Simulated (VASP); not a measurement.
# Be16HC in VASP: notebook, part 2 of 2

VASP 6.6.1. The steps go on from the part before.

## (5) Single point, PBE

File INCAR:

```
SYSTEM = Be16HC
PREC = Accurate
ENCUT = 520
EDIFF = 1E-7
ISMEAR = -1
SIGMA = 0.15
LREAL = Auto
LASPH = .TRUE.
NELM = 60
ALGO = Normal
ISIF = 2
LWAVE = .FALSE.
LCHARG = .FALSE.
GGA = PE
NBANDS = 34
```

File KPOINTS:

```
regular mesh
0
G
  4 4 1
  0 0 0
```

File POSCAR:

```
Be16HC
1.0
    4.5800000000      0.0000000000      0.0000000000
    2.2900000000      3.9663960000      0.0000000000
    0.0000000000      0.0000000000     16.3826450000
Be C H
16 1 1
Direct
   -0.1666626328      0.3333252656      0.0610402044
    0.3333373672      0.3333252656      0.0610402044
   -0.1666628849      0.8333257698      0.0610402044
    0.3333371151      0.8333257698      0.0610402044
    0.0261733780      0.0266488772      0.1710834850
    0.5259940383      0.0074879059      0.1935096561
    0.0390678868      0.5582397723      0.1683122597
    0.5179176563      0.5076144692      0.1779871321
   -0.1409863271      0.3370818244      0.2797899851
    0.3757769851      0.3058696106      0.2879571644
   -0.2066991706      0.8519572932      0.3067331313
    0.3491305655      0.7996427992      0.2950683482
    0.0076904643     -0.0562979592      0.4077851898
    0.4290047784      0.0115974300      0.4159950973
    0.0261736582      0.5320194958      0.3999781476
    0.5792848379      0.4666704989      0.4019924744
    1.0358139279      0.2287214892      0.4605483425
    1.0315205744      0.2004086329      0.5298717026
```

Potentials or basis: VASP PAW PBE potentials, release 64 (Be, C, H).

Command:

```console
cat potpaw_PBE.64/Be/POTCAR potpaw_PBE.64/C/POTCAR potpaw_PBE.64/H/POTCAR > POTCAR
mpirun -np 1 vasp_std > vasp.out
```

OUTCAR:

```text
SYSTEM = Be16HC
   PREC = Accurate
   ENCUT = 520
   EDIFF = 1E-7
   ISMEAR = -1
   LREAL = Auto
   LASPH = .TRUE.
   NELM = 60
   ISIF = 2
   GGA = PE

 ion  position               nearest neighbor table
   1  0.833  0.333  0.061-   5 2.18   8 2.29   4 2.29   3 2.29   2 2.29   2 2.29   3 2.29   4 2.29

   2  0.333  0.333  0.061-   7 2.14   3 2.29   4 2.29   1 2.29   1 2.29   4 2.29   3 2.29   8 2.39

   3  0.833  0.833  0.061-   7 2.09   2 2.29   1 2.29   4 2.29   4 2.29   1 2.29   2 2.29   5 2.37

   4  0.333  0.833  0.061-   5 2.18   1 2.29   2 2.29   3 2.29   3 2.29   2 2.29   1 2.29   8 2.31

   5  0.026  0.027  0.171-   7 2.12   9 2.17   1 2.18   4 2.18   8 2.27   6 2.28   8 2.32   6 2.36
                             3 2.37
   6  0.526  0.007  0.194-  10 1.95  11 2.14   7 2.26  12 2.26   5 2.28   8 2.29   8 2.32   5 2.36

   7  0.039  0.558  0.168-   3 2.09   8 2.09   5 2.12   2 2.14   6 2.26
   8  0.518  0.508  0.178-   7 2.09   9 2.15  12 2.24  10 2.26   5 2.27   6 2.29   1 2.29   4 2.31
                             5 2.32   6 2.32   2 2.39
   9  0.859  0.337  0.280-   8 2.15   5 2.17  12 2.25  11 2.27  16 2.29  10 2.29  10 2.30  12 2.37
[... 223 lines left out ...]
  band No.  band energies     occupation
      1     -11.5136      2.00000
      2      -9.3342      2.00000
      3      -7.9601      2.00000
      4      -6.0672      2.00000
      5      -4.7706      2.00000
      6      -3.7025      2.00000
[... 319 lines left out ...]
     29       5.7283      0.00000
     30       5.9412      0.00000
 [bands above 30 left out]

------------------------ aborting loop because EDIFF is reached ----------------------------------------

  FORCE on cell =-STRESS in cart. coord.  units (eV):
  Direction    XX          YY          ZZ          XY          YZ          ZX
  --------------------------------------------------------------------------------------
  -------------------------------------------------------------------------------------
  Total       -9.8406900      0.4573075     -1.6110413      3.3266755      4.0494909      0.4986202
  in kB      -52.9773904      2.4619164     -8.6730469     17.9091699     21.8004489      2.6843236
  external PRESSURE =     -19.7295070 kB  Pullay stress =       0.0000000 kB

 VOLUME and BASIS-vectors are now :
 -----------------------------------------------------------------------------
  energy-cutoff  :      520.00
  volume of cell :      297.61
      direct lattice vectors                 reciprocal lattice vectors
     4.580000000  0.000000000  0.000000000     0.218340611 -0.126059022  0.000000000
     2.290000000  3.966396000  0.000000000     0.000000000  0.252118044  0.000000000
     0.000000000  0.000000000 16.382645000     0.000000000  0.000000000  0.061040204

 POSITION                                       TOTAL-FORCE (eV/Angst)
 -----------------------------------------------------------------------------------
      4.58000      1.32210      1.00000         0.126917      0.321773     -0.105792
      2.29000      1.32210      1.00000         0.379758     -0.208568      0.158865
      5.72500      3.30530      1.00000        -0.042291      0.501181      0.099543
      3.43500      3.30530      1.00000         0.207519     -0.238704      0.297904
      0.18090      0.10570      2.80280        -0.147957     -0.030450      0.277137
      2.42620      0.02970      3.17020        -0.194210     -0.493960     -1.884338
[... 10 lines left out ...]
      0.68780      0.90720      7.54500        -1.099703      1.036308      2.578315
      0.60330      0.79490      8.68070         0.160917      0.621015     -1.266073
 -----------------------------------------------------------------------------------
    total drift:                               -0.002251     -0.001768      0.008957

  FREE ENERGIE OF THE ION-ELECTRON SYSTEM (eV)
  ---------------------------------------------------
  free  energy   TOTEN  =       -67.0271777330 eV

  energy  without entropy=      -66.7936627825  energy(sigma->0) =      -66.91042026
```

It took 2.3 min on 1 thread of Intel Xeon 6975P-C (Granite Rapids), shared host; peak memory 0.41 GiB.

Results:

* Free energy: -67.0272 eV
* Largest force: 2.988 eV/Å
* Band gap on the k mesh: none (metal or under the smearing width)

Forces in eV/Å, atoms in the order of the input:
```
Be   0.127  0.322 -0.106
Be   0.380 -0.209  0.159
Be  -0.042  0.501  0.100
Be   0.208 -0.239  0.298
Be  -0.148 -0.030  0.277
Be  -0.194 -0.494 -1.884
Be  -1.260 -1.271  1.027
Be   0.303  0.110 -0.148
Be   0.122 -0.183  0.300
Be  -0.561  1.321  0.800
Be   0.735 -0.459 -0.503
Be  -0.020  0.680 -0.409
Be   0.568  1.027 -0.593
Be   1.122 -0.008 -0.854
Be  -0.825 -1.969  0.077
Be   0.424 -0.757  0.148
C   -1.100  1.036  2.578
H    0.161  0.621 -1.266
```

Levels at points of the mesh, in eV from the Fermi level:
```tsv
k point	band 14	band 15	band 16	band 17	band 18	band 19	band 20	band 21	band 22	band 23
(0.00, 0.00, 0.00)	-2.40	-1.99	-1.93	-1.77	-1.31	-1.17	-0.14	1.22	2.01	2.24
(0.50, 0.00, 0.00)	-2.34	-1.64	-1.00	-0.62	-0.15	0.56	1.47	1.88	2.78	3.07
(0.50, 0.50, 0.00)	-2.43	-1.96	-1.01	-0.57	-0.34	0.46	0.79	2.43	2.69	3.09
(0.00, 0.50, 0.00)	-2.34	-1.88	-1.02	-0.51	-0.27	0.69	0.81	2.27	2.40	3.17
```

Caveat: the k mesh is coarse (spacing up to 0.40 Å⁻¹), so the values aren't converged.

## (6) Single point, PBE

File INCAR:

```
SYSTEM = Be16HC
PREC     = Accurate       ! precision mode
ENCUT    = 520            ! plane-wave cutoff, eV
EDIFF    = 1E-6           ! SCF threshold, eV
ISMEAR   = -1             ! smearing method
SIGMA    = 0.15           ! smearing width, eV
LREAL    = Auto         
LASPH    = .TRUE.         ! aspherical terms in the spheres
NELM     = 80             ! most SCF steps
ALGO     = Normal         ! electronic algorithm
ISIF     = 2              ! what is computed and relaxed
LWAVE    = .FALSE.        ! write WAVECAR
LCHARG   = .TRUE.         ! write CHGCAR
GGA      = PE             ! functional
LELF     = .TRUE.         ! ELF
LVHAR    = .TRUE.       
NBANDS   = 34             ! bands
```

File KPOINTS:

```
Automatic mesh
0
G
  4 4 1
  0 0 0
```

File POSCAR:

```
Be16HC
1.0
    4.5800000000      0.0000000000      0.0000000000
    2.2900000000      3.9663960000      0.0000000000
    0.0000000000      0.0000000000     16.3826450000
Be C H
16 1 1
Direct
   -0.1666626328      0.3333252656      0.0610402044
    0.3333373672      0.3333252656      0.0610402044
   -0.1666628849      0.8333257698      0.0610402044
    0.3333371151      0.8333257698      0.0610402044
    0.0596408294     -0.0029497811      0.1758995571
    0.5340931794      0.0223376587      0.1813321353
    0.0570754684      0.5118752641      0.1790126075
    0.5117682061      0.5206993956      0.1747397932
   -0.1458202853      0.3399811819      0.2856132206
    0.3711247741      0.3305015435      0.2966492895
   -0.2093044397      0.8618403205      0.3047432206
    0.3182746358      0.8296952700      0.3004643023
   -0.0284929113     -0.0286910334      0.4078767501
    0.4314416928      0.0096056975      0.4110935688
    0.0172839361      0.5022443548      0.3979760289
    0.5774420042      0.4495264719      0.4052886454
    1.0238984460      0.2263515796      0.4653277905
    1.0200676480      0.1984673240      0.5320447339
```

Potentials or basis: VASP PAW PBE potentials, release 64 (Be, C, H).

Command:

```console
cat potpaw_PBE.64/Be/POTCAR potpaw_PBE.64/C/POTCAR potpaw_PBE.64/H/POTCAR > POTCAR
mpirun -np 1 vasp_std > vasp.out
```

OUTCAR:

```text
SYSTEM = Be16HC
   PREC = Accurate
   ENCUT = 520
   EDIFF = 1E-6
   ISMEAR = -1
   LREAL = Auto
   LASPH = .TRUE.
   NELM = 80
   ISIF = 2
   GGA = PE

 ion  position               nearest neighbor table
   1  0.833  0.333  0.061-   8 2.26   4 2.29   3 2.29   2 2.29   2 2.29   3 2.29   4 2.29   5 2.32

   2  0.333  0.333  0.061-   7 2.23   3 2.29   4 2.29   1 2.29   1 2.29   4 2.29   3 2.29   6 2.33
                             8 2.36
   3  0.833  0.833  0.061-   2 2.29   1 2.29   4 2.29   4 2.29   1 2.29   2 2.29   6 2.31   7 2.33
[... 11 lines left out ...]
   9  0.854  0.340  0.286-  10 2.24  15 2.25  16 2.25  12 2.25   5 2.26   8 2.27  11 2.28   7 2.29
                            10 2.35  12 2.37  11 2.37
  10  0.371  0.331  0.297-  11 2.05  15 2.17  12 2.18  16 2.21   9 2.24   6 2.25   7 2.30  14 2.31
                             9 2.35
  11  0.791  0.862  0.305-  10 2.05  13 2.05  15 2.10  12 2.24  14 2.26   6 2.27   9 2.28  12 2.35
                             9 2.37
  12  0.318  0.830  0.300-  14 2.16  10 2.18  13 2.24  11 2.24   9 2.25   5 2.29  16 2.31  11 2.35
                             9 2.37
  13  0.972  0.971  0.408-  17 1.61  16 2.03  11 2.05  15 2.06  14 2.20  12 2.24
  14  0.431  0.010  0.411-  17 1.85  15 2.11  12 2.16  13 2.20  11 2.26  16 2.31  10 2.31
  15  0.017  0.502  0.398-  17 1.67  13 2.06  11 2.10  14 2.11  16 2.15  10 2.17   9 2.25
  16  0.577  0.450  0.405-  17 2.03  13 2.03  15 2.15  10 2.21   9 2.25  14 2.31  12 2.31
  17  0.024  0.226  0.465-  18 1.10  13 1.61  15 1.67  14 1.85  16 2.03
  18  0.020  0.198  0.532-  17 1.10

  LATTYP: Found a hexagonal cell.
 ALAT       =     4.5799996975
 C/A-ratio  =     3.5769969612

  Lattice vectors:

 A1 = (  -2.2900000000,  -3.9663960000,   0.0000000000)
 A2 = (   4.5800000000,   0.0000000000,   0.0000000000)
 A3 = (   0.0000000000,   0.0000000000,  16.3826450000)

Analysis of symmetry for initial positions (statically):
=====================================================================
 Subroutine PRICEL returns:
 Original cell was already a primitive cell.

 Routine SETGRP: Setting up the symmetry group for a
[... 163 lines left out ...]
   LHFCALC =     F    Hartree Fock is set to
   AEXX    =    0.0000 exact exchange contribution
   IVDW    =     0    specifies the selected vdW correction
   LEPSILON=     F    determine dielectric tensor
   LRPA    =     F    only Hartree local field effects (RPA)
 non-spin polarized calculation
  energy-cutoff  :      520.00
  volume of cell :      297.61
 maximum number of plane-waves:      8047
 NGX is ok and might be reduce to    36
   NGX = 17   NGY = 17   NGZ = 61

 number of electron      37.0000000 magnetization

 Free energy of the ion-electron system (eV)
  ---------------------------------------------------
  ext. energy  EPLUGINS =         0.00000000
  ---------------------------------------------------
  free energy    TOTEN  =       -67.60965393 eV

  energy without entropy =      -67.40420446  energy(sigma->0) =      -67.50692919

 E-fermi :   0.4672     XC(G=0):  -6.2003

 val. band max:        0.3599400542   @ k =   0.0000   0.0000   0.0000
 cond. band min:       0.4995704443   @ k =   0.5000   0.2500   0.0000
 fundamental gap:      0.1396303901
 Fermi energy:         0.4671881818

 k-point     1 :       0.0000    0.0000    0.0000
  band No.  band energies     occupation
      1     -11.6261      2.00000
      2      -9.3514      2.00000
      3      -8.0726      2.00000
      4      -6.1283      2.00000
      5      -4.9925      2.00000
      6      -3.7913      2.00000
[... 319 lines left out ...]
     29       5.6169      0.00000
     30       5.9795      0.00000
 [bands above 30 left out]

------------------------ aborting loop because EDIFF is reached ----------------------------------------

  FORCE on cell =-STRESS in cart. coord.  units (eV):
  Direction    XX          YY          ZZ          XY          YZ          ZX
  --------------------------------------------------------------------------------------
  -------------------------------------------------------------------------------------
  Total      -10.0148352     -1.7555513     -2.7631484      2.0490732      3.1714794      0.7265922
  in kB      -53.9149017     -9.4510167    -14.8754197     11.0311931     17.0736709      3.9116120
  external PRESSURE =     -26.0804460 kB  Pullay stress =       0.0000000 kB

 VOLUME and BASIS-vectors are now :
 -----------------------------------------------------------------------------
  energy-cutoff  :      520.00
  volume of cell :      297.61
      direct lattice vectors                 reciprocal lattice vectors
     4.580000000  0.000000000  0.000000000     0.218340611 -0.126059022  0.000000000
     2.290000000  3.966396000  0.000000000     0.000000000  0.252118044  0.000000000
     0.000000000  0.000000000 16.382645000     0.000000000  0.000000000  0.061040204

 POSITION                                       TOTAL-FORCE (eV/Angst)
 -----------------------------------------------------------------------------------
      4.58000      1.32210      1.00000         0.155605      0.035772      0.094569
      2.29000      1.32210      1.00000         0.280698     -0.010084      0.303145
      5.72500      3.30530      1.00000         0.220443      0.009813      0.382301
      3.43500      3.30530      1.00000         0.335386     -0.083102      0.123730
      2.55640      3.95470      2.88170        -0.892797      0.763701      0.092980
      2.49730      0.08860      2.97070        -0.319649     -0.409367     -0.055599
[... 10 lines left out ...]
      0.62780      0.89780      7.62330        -0.441335      0.613446      1.279536
      0.54640      0.78720      8.71630         0.155297      0.496279     -0.231101
 -----------------------------------------------------------------------------------
    total drift:                               -0.002164      0.003828      0.003376

  FREE ENERGIE OF THE ION-ELECTRON SYSTEM (eV)
  ---------------------------------------------------
  free  energy   TOTEN  =       -67.6096539259 eV

  energy  without entropy=      -67.4042044576  energy(sigma->0) =      -67.50692919
```

OSZICAR:

```text
N       E                     dE             d eps       ncg     rms          rms(c)
DAV:   1     0.944388307843E+02    0.94439E+02   -0.13046E+04   680   0.837E+02
DAV:   2    -0.607837513800E+02   -0.15522E+03   -0.14758E+03   910   0.168E+02
DAV:   3    -0.722070335044E+02   -0.11423E+02   -0.11144E+02   918   0.404E+01
[... 13 lines left out ...]
DAV:  17    -0.676096146873E+02   -0.10057E-03   -0.13120E-05   800   0.182E-02    0.281E-03
DAV:  18    -0.676096476300E+02   -0.32943E-04   -0.34416E-06   740   0.909E-03    0.133E-03
DAV:  19    -0.676096517213E+02   -0.40913E-05   -0.66180E-07   720   0.349E-03    0.550E-04
DAV:  20    -0.676096536042E+02   -0.18830E-05   -0.20688E-07   604   0.161E-03    0.257E-04
DAV:  21    -0.676096539259E+02   -0.32167E-06   -0.51515E-08   632   0.841E-04
   1 F= -.67609654E+02 E0= -.67506929E+02  d E =-.205449E+00
```

stdout:

```text
POSCAR found type information on POSCAR BeC H
 POSCAR found :  3 types and      18 ions
 scaLAPACK will be used
 LDA part: xc-table for (Slater+PW92), standard interpolation
 POSCAR, INCAR and KPOINTS ok, starting setup
 FFT: planning ... GRIDC
 FFT: planning ... GRID_SOFT
 FFT: planning ... GRID
 WAVECAR not read
 entering main loop
```

It took 2.1 min on 1 thread of Intel Xeon 6975P-C (Granite Rapids), shared host; peak memory 0.4 GiB.

Results:

* Free energy: -67.6097 eV
* Largest force: 1.486 eV/Å
* Band gap on the k mesh: none (metal or under the smearing width)

Forces on the atoms (eV/Å):
```
Be   0.156  0.036  0.095
Be   0.281 -0.010  0.303
Be   0.220  0.010  0.382
Be   0.335 -0.083  0.124
Be  -0.893  0.764  0.093
Be  -0.320 -0.409 -0.056
Be  -1.246  0.064  0.092
Be   0.615 -0.359  0.438
Be  -0.024 -0.245 -0.247
Be  -0.836  0.148 -0.493
Be   0.625 -0.759 -0.556
Be   0.547 -0.055 -0.877
Be   0.335 -0.928 -0.761
Be   0.369  0.291  0.049
Be   0.060  0.156  0.156
Be   0.060  0.271  0.209
C   -0.441  0.613  1.280
H    0.155  0.496 -0.231
```

Levels at points of the mesh, in eV from the Fermi level:
```
           k point  band 15  band 16  band 17  band 18  band 19  band 20  band 21  band 22
(0.00, 0.00, 0.00)    -2.02    -1.92    -1.76    -1.68    -1.17    -0.11     1.26     1.89
(0.50, 0.00, 0.00)    -1.55    -0.94    -0.60    -0.38     0.68     1.38     1.62     2.64
(0.50, 0.50, 0.00)    -1.74    -1.02    -0.61    -0.43     0.40     1.06     2.38     2.73
(0.00, 0.50, 0.00)    -1.77    -0.99    -0.47    -0.44     0.52     1.10     2.18     2.47
```

Caveat: the k mesh is coarse (spacing up to 0.40 Å⁻¹), so the values aren't converged.
